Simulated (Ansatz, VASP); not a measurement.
Given: the input of a run of Ansatz 0.2.0 on Te.

input.yaml

```yaml
crystal:
  lattice:
    - [4.3938034316, 0.0, 0.0]
    - [-2.1969017158, 3.8051453911, 0.0]
    - [0.0, 0.0, 5.8439361313]
  atoms:
    - { symbol: Te, position: [0.731, 0.731, 0.0] }
    - { symbol: Te, position: [0.0, 0.269, 0.6666666667] }
    - { symbol: Te, position: [0.269, 0.0, 0.3333333333] }
kpoints:
  mp_grid: { grid: [7, 7, 5] }
scf:
  occupations: { method: fermi_dirac, width: 0.05 }
hamiltonian:
  xc: pbesol
  pseudopotentials: { kind: all_electron, lapw: { basis_error: 0.001 } }
output:
  forces: true
  stress: true
  eigenvalues: true
```

Potentials or basis: all-electron LAPW, scalar-relativistic.

Command:

```bash
$ ansatz run input.yaml --threads 2 --pin off --max-ram 8192MiB --backend cpu --events-out ev --progress --plain --runs-dir out
```

Set up the same calculation for VASP 6.6.1. Potentials there: VASP PAW PBE potentials, release 64 (Te).

As run (the cutoff follows the program's own potentials):

File INCAR:

```
SYSTEM = Te
PREC = Accurate
ENCUT = 520
EDIFF = 1E-6
ISMEAR = -1
SIGMA = 0.05
LREAL = .FALSE.
LASPH = .TRUE.
NELM = 80
ALGO = Normal
ISIF = 2
LWAVE = .FALSE.
LCHARG = .FALSE.
GGA = PS
NBANDS = 16
```

Contents of KPOINTS:

```
regular mesh
0
G
  7 7 5
  0 0 0
```

File POSCAR:

```
Te
1.0
    4.3938034316      0.0000000000      0.0000000000
   -2.1969017158      3.8051453911      0.0000000000
    0.0000000000      0.0000000000      5.8439361313
Te
3
Direct
    0.7310000000      0.7310000000      0.0000000000
    0.0000000000      0.2690000000      0.6666666667
    0.2690000000      0.0000000000      0.3333333333
```

Potentials or basis: VASP PAW PBE potentials, release 64 (Te).

Run with:

```console
$ cat potpaw_PBE.64/Te/POTCAR > POTCAR
$ mpirun -np 1 vasp_std > vasp.out
```

Both were run:

|  | VASP | Ansatz | Ansatz less VASP |
| --- | --- | --- | --- |
| gap on the k mesh at the Fermi level (eV) | 0.57 | 0.58 | +0.009 |
| least direct gap on the mesh (eV) | 0.79 | 0.80 | +0.015 |
| pressure (GPa) | 1.3 | 1.2 | -0.10 |
| largest component of the traceless stress (GPa) | 0.86 | 0.80 | -0.056 |
| rms of the force components (eV/Å) | 0.205 | 0.186 | -0.0185 |

Atom by atom the forces differ by 0.018 eV/Å (rms over components). Ansatz ran all-electron here, so the differences hold the error of VASP's frozen core and of both bases.

Caveats: spin-orbit coupling is left out, which moves the levels of the heavy elements; an odd mesh through Γ misses points on the zone boundary, where band edges often lie; the PAW data sets were made with another functional, which shifts forces and pressure a little (VASP).
